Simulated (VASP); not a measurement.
# SrCl2 in VASP: further runs

One slab, SrCl2, is run at these levels: PBE+D3(BJ); tasks: single point.

All numbers are computed with VASP 6.6.1; they aren't measurements. Logs are shortened: lines on timing, memory, paths and dates and some standing lists are left out, and cuts for length are marked.

## Step 1: The cell of the first run

The cell holds a slab with vacuum, 6 atoms: a = 4.920 Å, b = 4.920 Å, c = 20.025 Å, α = 90.00°, β = 90.00°, γ = 120.00°.

## Step 2: Single point, PBE+D3(BJ) (clean slab, lower half held)

The input, INCAR:

```
PREC = Accurate ; ENCUT = 520
EDIFF = 1E-6 ; ISMEAR = 0
SIGMA = 0.05 ; LREAL = F
LASPH = T ; NELM = 100
ALGO = Fast ; ISIF = 2
LWAVE = F ; LCHARG = F
LDIPOL = T ; IDIPOL = 3
DIPOL = 0.5 0.5 0.500 ; GGA = PE
IVDW = 12 ; NBANDS = 33
```

The input, KPOINTS:

```
regular mesh
0
Gamma
  6 6 1
```

The input, POSCAR:

```
SrCl2
1.0
    4.9195063087      0.0000000000      0.0000000000
   -2.4597531544      4.2604174374      0.0000000000
    0.0000000000      0.0000000000     20.0251401214
Cl Sr
4 2
Direct
    0.0000000000      0.0000000000      0.3495606002
    0.3333333333      0.6666666667      0.4498535334
    0.6666666667      0.3333333333      0.5486367706
    0.0000000000      0.0000000000      0.6545148730
    0.6666666667      0.3333333333      0.3997070668
    0.3333333333      0.6666666667      0.5988547712
```

Potentials or basis: VASP PAW PBE potentials, release 64 (Cl, Sr_sv).

Command:

```sh
$ cat potpaw_PBE.64/Cl/POTCAR potpaw_PBE.64/Sr_sv/POTCAR > POTCAR
$ mpirun -np 1 vasp_std > vasp.out
```

OUTCAR:

```text
PREC = Accurate
   ENCUT = 520
   EDIFF = 1E-6
   ISMEAR = 0
   LREAL = F
   LASPH = T
   NELM = 100
   ISIF = 2
   GGA = PE
   IVDW = 12
 IVDW          = 12

 ion  position               nearest neighbor table
   1  0.000  0.000  0.350-   5 3.01   5 3.01   5 3.01
   2  0.333  0.667  0.450-   6 2.98   5 3.01   5 3.01   5 3.01
   3  0.667  0.333  0.549-   5 2.98   6 3.01   6 3.01   6 3.01
   4  0.000  0.000  0.655-   6 3.05   6 3.05   6 3.05
   5  0.667  0.333  0.400-   3 2.98   2 3.01   2 3.01   1 3.01   1 3.01   1 3.01   2 3.01   6 4.90
                             6 4.90   6 4.90
   6  0.333  0.667  0.599-   2 2.98   3 3.01   3 3.01   3 3.01   4 3.05   4 3.05   4 3.05   5 4.90
                             5 4.90   5 4.90

  LATTYP: Found a hexagonal cell.
 ALAT       =     4.9195063087
 C/A-ratio  =     4.0705588864

  Lattice vectors:

 A1 = (   4.9195063087,   0.0000000000,   0.0000000000)
 A2 = (  -2.4597531544,   4.2604174374,   0.0000000000)
 A3 = (   0.0000000000,   0.0000000000,  20.0251401214)

Analysis of symmetry for initial positions (statically):
=====================================================================
 Subroutine PRICEL returns:
 Original cell was already a primitive cell.

 Routine SETGRP: Setting up the symmetry group for a
 hexagonal supercell.

 Subroutine GETGRP returns: Found  6 space group operations
 (whereof  6 operations were pure point group operations)
 out of a pool of 24 trial point group operations.

The static configuration has the point symmetry C_3v.

Analysis of symmetry for dynamics (positions and initial velocities):
=====================================================================
 Subroutine PRICEL returns:
 Original cell was already a primitive cell.

 Routine SETGRP: Setting up the symmetry group for a
 hexagonal supercell.

 Subroutine GETGRP returns: Found  6 space group operations
 (whereof  6 operations were pure point group operations)
 out of a pool of 24 trial point group operations.

The dynamic configuration has the point symmetry C_3v.

 Subroutine INISYM returns: Found  6 space group operations
 (whereof  6 operations are pure point group operations),
 and found     1 'primitive' translations

----------------------------------------------------------------------------------------

                                     Primitive cell

  volume of cell :     419.7099

  direct lattice vectors                    reciprocal lattice vectors
     4.919506309  0.000000000  0.000000000     0.203272430  0.117359392  0.000000000
    -2.459753154  4.260417437  0.000000000     0.000000000  0.234718784  0.000000000
     0.000000000  0.000000000 20.025140121     0.000000000  0.000000000  0.049937229

  length of vectors
     4.919506309  4.919506309 20.025140121     0.234718784  0.234718784  0.049937229

  position of ions in fractional coordinates (direct lattice)
     0.000000000  0.000000000  0.349560600
     0.333333333  0.666666667  0.449853533
     0.666666667  0.333333333  0.548636771
     0.000000000  0.000000000  0.654514873
     0.666666667  0.333333333  0.399707067
     0.333333333  0.666666667  0.598854771

  ion indices of the primitive-cell ions
   primitive index   ion index
                 1           1
                 2           2
                 3           3
                 4           4
                 5           5
                 6           6

----------------------------------------------------------------------------------------

 KPOINTS: regular mesh

Automatic generation of k-mesh.
 Grid dimensions read from file:
 generate k-points for:    6    6    1

 Generating k-lattice:

  Cartesian coordinates                     Fractional coordinates (reciprocal lattice)
     0.033878738  0.019559899  0.000000000     0.166666667  0.000000000  0.000000000
     0.000000000  0.039119797  0.000000000     0.000000000  0.166666667  0.000000000
     0.000000000  0.000000000  0.049937229     0.000000000  0.000000000  1.000000000

  Length of vectors
     0.039119797  0.039119797  0.049937229

  Shift w.r.t. Gamma in fractional coordinates (k-lattice)
     0.000000000  0.000000000  0.000000000

 Subroutine IBZKPT returns following result:
 ===========================================

 Found      7 irreducible k-points:

 Following reciprocal coordinates:
            Coordinates               Weight
  0.000000  0.000000  0.000000      1.000000
  0.166667  0.000000  0.000000      6.000000
  0.333333  0.000000  0.000000      6.000000
  0.500000  0.000000  0.000000      3.000000
  0.166667  0.166667  0.000000      6.000000
  0.333333  0.166667  0.000000     12.000000
  0.333333  0.333333  0.000000      2.000000
   k-points           NKPTS =      7   k-points in BZ     NKDIM =      7   number of bands    NBANDS=     33
   number of dos      NEDOS =    301   number of ions     NIONS =      6
   total plane-waves  NPLWV = 240000
   dimension x,y,z NGX =    40 NGY =   40 NGZ =  150
   dimension x,y,z NGXF=    80 NGYF=   80 NGZF=  300
   ions per type =               4   2
   NGX,Y,Z   is equivalent  to a cutoff of  13.52, 13.52, 12.45 a.u.
   NGXF,Y,Z  is equivalent  to a cutoff of  27.03, 27.03, 24.91 a.u.
 SYSTEM =  unknown system
   PREC   = accura    normal or accurate (medium, high low for compatibility)
   ISTART =      0    job   : 0-new  1-cont  2-samecut
   ICHARG =      2    charge: 1-file 2-atom 10-const
   ISPIN  =      1    spin polarized calculation?
   LNONCOLLINEAR =      F non collinear calculations
   LSORBIT =      F    spin-orbit coupling
   LASPH  =      T    aspherical Exc in radial PAW
   ENCUT  =  520.0 eV  38.22 Ry    6.18 a.u.   9.15  9.15 37.23*2*pi/ulx,y,z
   NELM   =    100;   NELMIN=  2; NELMDL= -5     # of ELM steps
   EDIFF  = 0.1E-05   stopping-criterion for ELM
   LREAL  =      F    real-space projection
   EDIFFG = 0.1E-04   stopping-criterion for IOM
   NSW    =      0    number of steps for IOM
   IBRION =     -1    ionic relax: 0-MD 1-quasi-New 2-CG
   NFREE  =      0    steps in history (QN), initial steepest desc. (CG)
   ISIF   =      2    stress and relaxation
   ISYM   =      2    0-nonsym 1-usesym 2-fastsym
   POTIM  = 0.5000    time-step for ionic-motion
   TEBEG  =    0.0;   TEEND  =   0.0 temperature during run
   PSTRESS=    0.0 pullay stress
   NELECT =      48.0000    total number of electrons
   NUPDOWN=      -1.0000    fix difference up-down
   EMIN   =  10.00;   EMAX   =-10.00  energy-range for DOS
   EFERMI =   0.00;   METHOD = LEGACY
   ISMEAR =     0;   SIGMA  =   0.05  broadening in eV -4-tet -1-fermi 0-gaus
   EFERMI_NEDOS =   21; number of points for ismear=-14 and -15
   IALGO  =     68    algorithm
   IMIX   =      4    mixing-type and parameters
     AMIX     =   0.40;   BMIX     =  1.00
     AMIX_MAG =   1.60;   BMIX_MAG =  1.00
  volume/ion in A,a.u.               =      69.95       472.06
  Fermi-wavevector in a.u.,A,eV,Ry     =   0.794643  1.501658  8.591505  0.631458
  Thomas-Fermi vector in A             =   1.900816
   LORBIT       =      0    0 simple, 1 ext, 2 COOP (PROOUT), +10 PAW based schemes
   GGA     = PE    functional components
   LHFCALC =     F    Hartree Fock is set to
   AEXX    =    0.0000 exact exchange contribution
   IVDW    =    12    specifies the selected vdW correction
   LEPSILON=     F    determine dielectric tensor
   LRPA    =     F    only Hartree local field effects (RPA)
 non-spin polarized calculation
 RMM-DIIS sequential band-by-band and
 Gauss-broadening in eV      SIGMA  =   0.05
  energy-cutoff  :      520.00
  volume of cell :      419.71
 maximum number of plane-waves:     11325
 NGX is ok and might be reduce to    40
   NGX = 19   NGY = 19   NGZ = 75

 number of electron      48.0000001 magnetization

 dipolmoment           0.000000      0.000000      0.040041 electrons x Angstroem

 Free energy of the ion-electron system (eV)
  ---------------------------------------------------
  ext. energy  EPLUGINS =         0.00000000
  ---------------------------------------------------
  free energy    TOTEN  =       -25.15316440 eV

  energy without entropy =      -25.15316440  energy(sigma->0) =      -25.15316440

 E-fermi :  -3.9229     XC(G=0):  -3.9062

 val. band max:       -4.1863769839   @ k =   0.5000   0.0000   0.0000
 cond. band min:       0.9969089628   @ k =   0.0000   0.0000   0.0000
 fundamental gap:      5.1832859468
 Fermi energy:        -3.9228785073

 k-point     1 :       0.0000    0.0000    0.0000
  band No.  band energies     occupation
      1     -37.1779      2.00000
      2     -37.1466      2.00000
      3     -19.3779      2.00000
      4     -19.2178      2.00000
      5     -19.1396      2.00000
      6     -19.1396      2.00000
[... 25 lines left out ...]
     32       3.1131      0.00000
     33       3.3785      0.00000

 k-point     2 :       0.1667    0.0000    0.0000
  band No.  band energies     occupation
      1     -37.1774      2.00000
      2     -37.1461      2.00000
      3     -19.3674      2.00000
      4     -19.2351      2.00000
      5     -19.1814      2.00000
      6     -19.1507      2.00000
[... 25 lines left out ...]
     32       3.2332      0.00000
     33       3.3322      0.00000

 k-point     3 :       0.3333    0.0000    0.0000
  band No.  band energies     occupation
      1     -37.1763      2.00000
      2     -37.1451      2.00000
      3     -19.3761      2.00000
      4     -19.3104      2.00000
      5     -19.2262      2.00000
      6     -19.1884      2.00000
[... 25 lines left out ...]
     32       3.4429      0.00000
     33       3.6986      0.00000

 k-point     4 :       0.5000    0.0000    0.0000
  band No.  band energies     occupation
      1     -37.1757      2.00000
      2     -37.1446      2.00000
      3     -19.4068      2.00000
      4     -19.3457      2.00000
      5     -19.2222      2.00000
      6     -19.1986      2.00000
[... 25 lines left out ...]
     32       3.4203      0.00000
     33       3.7696      0.00000

 k-point     5 :       0.1667    0.1667    0.0000
  band No.  band energies     occupation
      1     -37.1766      2.00000
      2     -37.1454      2.00000
      3     -19.3591      2.00000
      4     -19.2887      2.00000
      5     -19.2130      2.00000
      6     -19.1855      2.00000
[... 25 lines left out ...]
     32       3.2325      0.00000
     33       3.9560      0.00000

 k-point     6 :       0.3333    0.1667    0.0000
  band No.  band energies     occupation
      1     -37.1757      2.00000
      2     -37.1446      2.00000
      3     -19.3740      2.00000
      4     -19.3280      2.00000
      5     -19.2320      2.00000
      6     -19.2036      2.00000
[... 25 lines left out ...]
     32       3.4169      0.00000
     33       3.5237      0.00000

 k-point     7 :       0.3333    0.3333    0.0000
  band No.  band energies     occupation
      1     -37.1755      2.00000
      2     -37.1444      2.00000
      3     -19.3291      2.00000
      4     -19.3250      2.00000
      5     -19.2725      2.00000
      6     -19.2099      2.00000
[... 25 lines left out ...]
     32       3.4171      0.00000
     33       3.4527      0.00000

------------------------ aborting loop because EDIFF is reached ----------------------------------------

 vacuum level on the upper side and lower side of the slab       (xc-potential included)         0.044        -0.276

 Edisp (eV)   -0.96537

 E8    (eV) :    -0.4343

  FORCE on cell =-STRESS in cart. coord.  units (eV):
  Direction    XX          YY          ZZ          XY          YZ          ZX
  --------------------------------------------------------------------------------------
  -------------------------------------------------------------------------------------
  Total      -2.22587    -2.22587     0.31440     0.00000    -0.00000     0.00000
  in kB      -8.49692    -8.49692     1.20018     0.00000    -0.00000     0.00000
  external pressure =       -5.26 kB  Pullay stress =        0.00 kB

 VOLUME and BASIS-vectors are now :
 -----------------------------------------------------------------------------
  energy-cutoff  :      520.00
  volume of cell :      419.71
      direct lattice vectors                 reciprocal lattice vectors
     4.919506309  0.000000000  0.000000000     0.203272430  0.117359392  0.000000000
    -2.459753154  4.260417437  0.000000000     0.000000000  0.234718784  0.000000000
     0.000000000  0.000000000 20.025140121     0.000000000  0.000000000  0.049937229

 POSITION                                       TOTAL-FORCE (eV/Angst)
 -----------------------------------------------------------------------------------
      0.00000      0.00000      7.00000         0.000000     -0.000000     -0.235619
     -0.00000      2.84028      9.00838        -0.000000      0.000000      0.030726
      2.45975      1.42014     10.98653        -0.000000     -0.000000     -0.005814
      0.00000      0.00000     13.10675         0.000000     -0.000000      0.014998
      2.45975      1.42014      8.00419        -0.000000      0.000000      0.183339
     -0.00000      2.84028     11.99215         0.000000     -0.000000      0.012371
 -----------------------------------------------------------------------------------
    total drift:                               -0.000000     -0.000000     -0.000090

  FREE ENERGIE OF THE ION-ELECTRON SYSTEM (eV)
  ---------------------------------------------------
  free  energy   TOTEN  =       -26.1185330806 eV

  energy  without entropy=      -26.1185330806  energy(sigma->0) =      -26.11853308

 vacuum level on the upper side and lower side of the slab         2.987         2.658
```

Wall time 3 min (1 thread of Intel Xeon 6975P-C (Granite Rapids), shared host); peak memory 0.56 GiB.

Results:

```yaml
Free_energy: -26.1185 eV
Largest_force: 0.236 eV/Å
Band_gap_on_the_k_mesh: 5.18 eV, indirect (least direct gap 5.45 eV)
Dispersion_energy_per_atom: -0.161 eV
```

Forces in eV/Å, atoms in the order of the input:
```
Cl   0.000  0.000 -0.236
Cl   0.000  0.000  0.031
Cl   0.000  0.000 -0.006
Cl   0.000  0.000  0.015
Sr   0.000  0.000  0.183
Sr   0.000  0.000  0.012
```

(Continued in part 2 of 2.)
